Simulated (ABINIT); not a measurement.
# Nb (Im-3m) in ABINIT: further runs

The runs below take Nb through single point, with LDA, PBEsol.

Program: ABINIT 10.8.3 (patched build). These are calculated values, not measurements. Logs are shortened: lines on timing, memory, paths and dates and some standing lists are left out, and cuts for length are marked. The log counts tension as positive stress, the text compression.

## (1) The structure

Symmetry: Im-3m, No. 229, cubic system. The conventional cell has a = 3.328 Å, b = 3.328 Å, c = 3.328 Å, α = 90.00°, β = 90.00°, γ = 90.00°. Nb (site symmetry m-3m) is surrounded by 8 Nb at 2.88 Å.

## (2) Single point, LDA (cell relaxed)

run.abi reads:

```
# Pseudopotentials
pp_dirpath "./"
pseudos "Nb.hgh"

# Structure
acell 5.3093769539 5.3093769539 5.3093769539
rprim
    -0.5773502692     0.5773502692     0.5773502692
     0.5773502692    -0.5773502692     0.5773502692
     0.5773502692     0.5773502692    -0.5773502692
ntypat 1
znucl 41
natom 1
typat 1
xred
     0.0000000000     0.0000000000     0.0000000000
chkprim 0
chksymtnons 0
tolsym 1.0e-6

# Plane-wave basis
ecut 489.804952 eV

# k points
kptopt 1
ngkpt 8 8 8
nshiftk 1
shiftk 0.0 0.0 0.0

# Exchange and correlation
ixc 7

# Bands and occupations
nband 7
occopt 3
tsmear 0.05 eV

# SCF cycle
nstep 100
tolvrs 1.0e-10

# Output
iomode 3
prtwf 0
prtden 0
prteig 0
prtebands 0
```

Potentials or basis: HGH LDA.

Command:

```sh
$ abinit run.abi > log 2>&1
```

run.abo:

```text
.Version 10.8.3 of ABINIT
 Symmetries : space group Im -3 m (#229); Bravais cI (body-center cubic)
================================================================================
 Values of the parameters that define the memory need of the present run
     intxc =       0    ionmov =       0      iscf =       7    lmnmax =       6
     lnmax =       6     mgfft =      24  mpssoang =       3    mqgrid =    3001
     natom =       1  nloc_mem =       1    nspden =       1   nspinor =       1
    nsppol =       1      nsym =      48    n1xccc =       0    ntypat =       1
    occopt =       3   xclevel =       1
       mpw =         428          nfft =       13824          nkpt =          29
================================================================================
================================================================================

--------------------------------------------------------------------------------
------------- Echo of variables that govern the present computation ------------
--------------------------------------------------------------------------------
 -outvars: echo values of preprocessed input variables --------
            acell      5.3093769539E+00  5.3093769539E+00  5.3093769539E+00 Bohr
              amu      9.29063800E+01
          chkprim           0
      chksymtnons           0
             ecut      1.80000000E+01 Hartree
              ixc           7
         kptrlatt        8    0    0      0    8    0      0    0    8
          kptrlen      4.24750156E+01
            natom           1
            nband           7
            ngfft          24      24      24
             nkpt          29
            nstep         100
             nsym          48
           ntypat           1
           occopt           3
           prtden           0
        prtebands           0
           prteig           0
            prtwf           0
            rprim     -5.7735026920E-01  5.7735026920E-01  5.7735026920E-01
                       5.7735026920E-01 -5.7735026920E-01  5.7735026920E-01
                       5.7735026920E-01  5.7735026920E-01 -5.7735026920E-01
          spgroup         229
           tolsym      1.00000000E-06
           tolvrs      1.00000000E-10
           tsmear      1.83746611E-03 Hartree
            typat      1
            znucl       41.00000

================================================================================

 chkinp: Checking input parameters for consistency.

================================================================================
== DATASET  1 ==================================================================

--- !DatasetInfo
iteration_state: {dtset: 1, }
dimensions: {natom: 1, nkpt: 29, mband: 7, nsppol: 1, nspinor: 1, nspden: 1, mpw: 428, }
cutoff_energies: {ecut:  18.0, pawecutdg:  -1.0, }
electrons: {nelect:   5.00000000E+00, charge:   0.00000000E+00, occopt:   3.00000000E+00, tsmear:   1.83746611E-03, }
meta: {optdriver: 0, ionmov: 0, optcell: 0, iscf: 7, paral_kgb: 0, }
...

 Exchange-correlation functional for the present dataset will be:
  LDA: Perdew-Wang 92 LSD fit to Ceperley-Alder data - ixc=7
  J.P.Perdew and Y.Wang, PRB 45, 13244 (1992)

 Real(R)+Recip(G) space primitive vectors, cartesian coordinates (Bohr,Bohr^-1):
 R(1)= -3.0653702  3.0653702  3.0653702  G(1)=  0.0000000  0.1631124  0.1631124
 R(2)=  3.0653702 -3.0653702  3.0653702  G(2)=  0.1631124  0.0000000  0.1631124
 R(3)=  3.0653702  3.0653702 -3.0653702  G(3)=  0.1631124  0.1631124  0.0000000
 Unit cell volume ucvol=  1.1521494E+02 bohr^3
 Angles (23,13,12)=  1.09471221E+02  1.09471221E+02  1.09471221E+02 degrees

 getcut: wavevector=  0.0000  0.0000  0.0000  ngfft=  24  24  24
         ecut(hartree)=     18.000   => boxcut(ratio)=   2.36683

 getcut : COMMENT -
  Note that boxcut > 2.2 ; recall that boxcut=Gcut(box)/Gcut(sphere) = 2
  is sufficient for exact treatment of convolution.
  Such a large boxcut is a waste : you could raise ecut
  e.g. ecut=   25.208391 Hartrees makes boxcut=2

--- Pseudopotential description ------------------------------------------------
- pspini: atom type   1  psp file is ./Nb.hgh
    3    1    2    0      2001   0.00000      pspcod,pspxc,lmax,lloc,mmax,r2well

 pspatm : COMMENT -
  the projectors are not normalized,
  so that the KB energies are not consistent with
  definition in PRB44, 8503 (1991).
  However, this does not influence the results obtained hereafter.

   2.02507313E+02                                ecore*ucvol(ha*bohr**3)
--------------------------------------------------------------------------------

================================================================================

--- !BeginCycle
iteration_state: {dtset: 1, }
solver: {iscf: 7, nstep: 100, nline: 4, wfoptalg: 0, }
tolerances: {tolvrs: 1.00E-10, }
...

     iter   Etot(hartree)      deltaE(h)  residm     vres2
 ETOT  1  -5.2010812600049    -5.201E+00 4.883E-02 1.329E+01
 ETOT  2  -5.2095298803080    -8.449E-03 3.260E-04 6.983E-02
 ETOT  3  -5.2095428982022    -1.302E-05 1.951E-04 2.500E-05
 ETOT  4  -5.2095429044859    -6.284E-09 5.922E-05 2.528E-07
 ETOT  5  -5.2095429045840    -9.814E-11 3.009E-05 3.508E-09
 ETOT  6  -5.2095429045858    -1.754E-12 2.110E-05 1.586E-11

 At SCF step    6       vres2   =  1.59E-11 < tolvrs=  1.00E-10 =>converged.

 Cartesian components of stress tensor (hartree/bohr^3)
  sigma(1 1)=  1.41322407E-07  sigma(3 2)=  0.00000000E+00
  sigma(2 2)=  1.41322407E-07  sigma(3 1)=  0.00000000E+00
  sigma(3 3)=  1.41322407E-07  sigma(2 1)=  0.00000000E+00

--- !ResultsGS
iteration_state: {dtset: 1, }
comment   : Summary of ground state results
lattice_vectors:
- [ -3.0653702,   3.0653702,   3.0653702, ]
- [  3.0653702,  -3.0653702,   3.0653702, ]
- [  3.0653702,   3.0653702,  -3.0653702, ]
lattice_lengths: [   5.30938,    5.30938,    5.30938, ]
lattice_angles: [109.471, 109.471, 109.471, ] # degrees, (23, 13, 12)
lattice_volume:   1.1521494E+02
convergence: {deltae: -1.754E-12, res2:  1.586E-11, residm:  2.110E-05, diffor: null, }
etotal    :  -5.20954290E+00
entropy   :   0.00000000E+00
fermie    :   6.99915968E-02
cartesian_stress_tensor: # hartree/bohr^3
- [  1.41322407E-07,   0.00000000E+00,   0.00000000E+00, ]
- [  0.00000000E+00,   1.41322407E-07,   0.00000000E+00, ]
- [  0.00000000E+00,   0.00000000E+00,   1.41322407E-07, ]
pressure_GPa:  -4.1578E-03
xred      :
- [  0.0000E+00,   0.0000E+00,   0.0000E+00, Nb]
cartesian_forces: # hartree/bohr
- [ -0.00000000E+00,  -0.00000000E+00,  -0.00000000E+00, ]
force_length_stats: {min:   0.00000000E+00, max:   0.00000000E+00, mean:   0.00000000E+00, }
...

 Integrated electronic density in atomic spheres:
 ------------------------------------------------
 Atom  Sphere_radius  Integrated_density
    1        2.00000          2.02549144
================================================================================

 ----iterations are completed or convergence reached----

 Mean square residual over all n,k,spin=   14.323E-08; max=  21.103E-06
 reduced coordinates (array xred) for    1 atoms
       0.000000000000      0.000000000000      0.000000000000
 rms dE/dt=  0.0000E+00; max dE/dt=  0.0000E+00; dE/dt below (all hartree)
    1       0.000000000000      0.000000000000      0.000000000000

 cartesian coordinates (angstrom) at end:
    1      0.00000000000000     0.00000000000000     0.00000000000000

 cartesian forces (hartree/bohr) at end:
    1     -0.00000000000000    -0.00000000000000    -0.00000000000000
 frms,max,avg= 0.0000000E+00 0.0000000E+00   0.000E+00  0.000E+00  0.000E+00 h/b

 cartesian forces (eV/Angstrom) at end:
    1     -0.00000000000000    -0.00000000000000    -0.00000000000000
 frms,max,avg= 0.0000000E+00 0.0000000E+00   0.000E+00  0.000E+00  0.000E+00 e/A
 length scales=  5.309376953900  5.309376953900  5.309376953900 bohr
              =  2.809601286191  2.809601286191  2.809601286191 angstroms
 Fermi (or HOMO) energy (hartree) =   0.06999   Average Vxc (hartree)=  -0.39631
 Eigenvalues (hartree) for nkpt=  29  k points:
 kpt#   1, nband=  7, wtk=  0.00195, kpt=  0.0000  0.0000  0.0000 (reduced coord)
  -0.15155    0.08388    0.08388    0.08388    0.20580    0.20580    0.71747
      occupation numbers for kpt#   1
   2.00000    0.00104    0.00104    0.00104    0.00000    0.00000    0.00000
 prteigrs : prtvol=0 or 1, do not print more k-points.

--- !EnergyTerms
iteration_state     : {dtset: 1, }
comment             : Components of total free energy in Hartree
kinetic             :  5.13992989262598E+00
hartree             :  4.71778815830847E-02
xc                  : -1.56476936691576E+00
Ewald energy        : -7.42005287269381E+00
psp_core            :  1.75764806796768E+00
local_psp           : -2.49101149995542E-01
non_local_psp       : -2.91990780382145E+00
internal            : -5.20907535124982E+00
'-kT*entropy'       : -4.67553335938775E-04
total_energy        : -5.20954290458576E+00
total_energy_eV     : -1.41758884141693E+02
band_energy         :  2.36948996318412E-02
...

 Cartesian components of stress tensor (hartree/bohr^3)
  sigma(1 1)=  1.41322407E-07  sigma(3 2)=  0.00000000E+00
  sigma(2 2)=  1.41322407E-07  sigma(3 1)=  0.00000000E+00
  sigma(3 3)=  1.41322407E-07  sigma(2 1)=  0.00000000E+00

-Cartesian components of stress tensor (GPa)         [Pressure= -4.1578E-03 GPa]
- sigma(1 1)=  4.15784876E-03  sigma(3 2)=  0.00000000E+00
- sigma(2 2)=  4.15784876E-03  sigma(3 1)=  0.00000000E+00
- sigma(3 3)=  4.15784876E-03  sigma(2 1)=  0.00000000E+00

== END DATASET(S) ==============================================================
================================================================================

 -outvars: echo values of variables after computation  --------
            acell      5.3093769539E+00  5.3093769539E+00  5.3093769539E+00 Bohr
           etotal     -5.2095429046E+00
            fcart     -0.0000000000E+00 -0.0000000000E+00 -0.0000000000E+00
            rprim     -5.7735026920E-01  5.7735026920E-01  5.7735026920E-01
                       5.7735026920E-01 -5.7735026920E-01  5.7735026920E-01
                       5.7735026920E-01  5.7735026920E-01 -5.7735026920E-01
           strten      1.4132240674E-07  1.4132240675E-07  1.4132240674E-07
                       0.0000000000E+00  0.0000000000E+00  0.0000000000E+00
 Calculation completed.
```

Run time: 2.1 s. Hardware: 1 thread of Arm Neoverse V1, shared host; peak memory 0.07 GiB.

What came out:

```yaml
Free_energy: -141.7589 eV
Pressure: 0.0 GPa
Band_gap_on_the_k_mesh: none (metal or under the smearing width)
Valence_electrons_inside_the_program's_atomic_spheres: Nb 2.03 (radii [1.0584] Å)
```

Caveat: HGH potentials are hard and often keep d shells in the core, so these values are rough.

## (3) Single point, LDA

run.abi reads:

```
# Pseudopotentials
pp_dirpath "./"
pseudos "Nb.LDA_PW-JTH.xml"

# Structure
acell 3*1.0 Angstrom
rprim
    -1.6639500000     1.6639500000     1.6639500000
     1.6639500000    -1.6639500000     1.6639500000
     1.6639500000     1.6639500000    -1.6639500000
ntypat 1
znucl 41
natom 1
typat 1
xred
     0.0000000000     0.0000000000     0.0000000000

# Plane-wave basis
ecut 435.382180 eV
pawecutdg 32.0

# k points
kptopt 1
ngkpt 8 8 8
nshiftk 1
shiftk 0.0 0.0 0.0

# Exchange and correlation
ixc 7

# Bands and occupations
nband 11
occopt 3
tsmear 0.05 eV

# SCF cycle
nstep 100
tolvrs 1.0e-9

# Output
iomode 3
prtwf 0
prtden 0
prteig 0
prtebands 0
enunit 2
```

Potentials or basis: JTH PAW LDA v2.0.

Command:

```sh
$ abinit run.abi > log 2>&1
```

Wall time 3.4 s (1 thread of Arm Neoverse V1, shared host); peak memory 0.07 GiB.

The run converged. Its results:

```yaml
Free_energy: -1570.7185 eV
Pressure: -12.3 GPa
Band_gap_on_the_k_mesh: none (metal or under the smearing width)
Valence_electrons_inside_the_program's_atomic_spheres: Nb 10.13 (radii [1.1753] Å)
```

Levels at points of the mesh, in eV from the Fermi level:
```tsv
k point	band 2	band 3	band 4	band 5	band 6	band 7	band 8	band 9	band 10	band 11
(0.00, 0.00, 0.00)	-29.55	-29.55	-29.55	-5.76	0.46	0.46	0.46	3.29	3.29	14.28
(0.50, 0.00, 0.00)	-30.83	-29.96	-29.56	-3.52	-1.50	2.35	3.31	3.97	6.32	11.69
(0.50, 0.50, 0.50)	-30.43	-30.43	-30.43	-3.48	-3.48	5.58	5.58	5.58	8.98	8.98
```

## (4) Single point, PBEsol

run.abi reads:

```
# Pseudopotentials
pp_dirpath "./"
pseudos "Nb.upf"

# Structure
acell 5.4462775076 5.4462775076 5.4462775076
rprim
    -0.5773502692     0.5773502692     0.5773502692
     0.5773502692    -0.5773502692     0.5773502692
     0.5773502692     0.5773502692    -0.5773502692
ntypat 1
znucl 41
natom 1
typat 1
xcart
     0.0000000000     0.0000000000     0.0000000000 Angstrom

# Plane-wave basis
ecut 37.0

# k points
kptopt 1
ngkpt 8 8 8
nshiftk 1
shiftk 0.0 0.0 0.0

# Exchange and correlation
ixc -116133

# Bands and occupations
nband 11
occopt 3
tsmear 0.00183747

# SCF cycle
nstep 100
tolvrs 1.0e-10

# Output
iomode 3
prtwf 0
prtden 0
prteig 0
prtebands 0
enunit 2
```

Potentials or basis: PseudoDojo NC SR PBEsol v0.4.1 standard.

Command:

```sh
$ abinit run.abi > log 2>&1
```

It took 11 s on 1 thread of Intel Xeon Platinum 8175M at 2.50GHz (Skylake/Cascade Lake), shared host; peak memory 0.06 GiB.

Results (log left out):

```yaml
Free_energy: -1693.9667 eV
Pressure: -8.5 GPa
Band_gap_on_the_k_mesh: none (metal or under the smearing width)
Valence_electrons_inside_the_program's_atomic_spheres: Nb 9.46 (radii [1.0584] Å)
```

Levels at points of the mesh, in eV from the Fermi level:
| k point | band 3 | band 4 | band 5 | band 6 | band 7 | band 8 | band 9 | band 10 |
| --- | --- | --- | --- | --- | --- | --- | --- | --- |
| (0.00, 0.00, 0.00) | -29.56 | -29.56 | -5.78 | 0.48 | 0.48 | 0.48 | 3.31 | 3.31 |
| (0.50, 0.00, 0.00) | -29.97 | -29.57 | -3.52 | -1.49 | 2.30 | 3.33 | 4.00 | 6.34 |
| (0.50, 0.50, 0.50) | -30.44 | -30.44 | -3.49 | -3.49 | 5.59 | 5.59 | 5.59 | 8.99 |
